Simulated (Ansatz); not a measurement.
Runs of Ansatz 0.2.0 on ZnSe. It takes space group P4/nmm (No. 129, tetragonal). The conventional cell has a = 4.108 Å, b = 4.108 Å, c = 6.070 Å, α = 90.00°, β = 90.00°, γ = 90.00°. Around Se (site symmetry 4mm) lie 4 Zn at 2.54 Å. Zn (site symmetry -4m2) has 4 Se at 2.54 Å and 4 Zn at 2.90 Å as nearest neighbours. Measurements of this composition are mostly on another form, of space group No. 216.

```tsv
share of exact exchange	gap on the mesh (eV)	pressure (GPa)	largest force (eV/Å)
0.4	3.58	-1.5	0.55
0.3	3.16	-1.2	0.45
0.5	4.01	(a)	0.65
0.2	2.75	-0.8	(c)
0.25	2.95	-1.0	0.39
0.05	2.15	(b)	0.16
0.15	2.55	-0.7	0.28
0.1	2.35	-0.5	0.22
```

Alike in all rows: task single point; level HSE06 form with a typed share of exact exchange; potentials or basis Ansatz PAW; no spin polarisation; cell as given; k mesh 4 × 4 × 3; cutoff (eV) 420; smearing fermi-dirac 0.05 eV.

Estimate the missing entries.

(a) -1.8; (b) -0.3; (c) 0.34.

Caveats: odd divisions of the mesh miss points on the zone boundary, where band edges often lie, so the gap on the mesh can be too wide; the PAW data sets come from PBE, with cores solved anew for the run's functional, which leaves a small shift of forces and pressure; the thresholds are loose for stress.

A k mesh can miss the band edges, and the runs leave out spin-orbit coupling on Se.
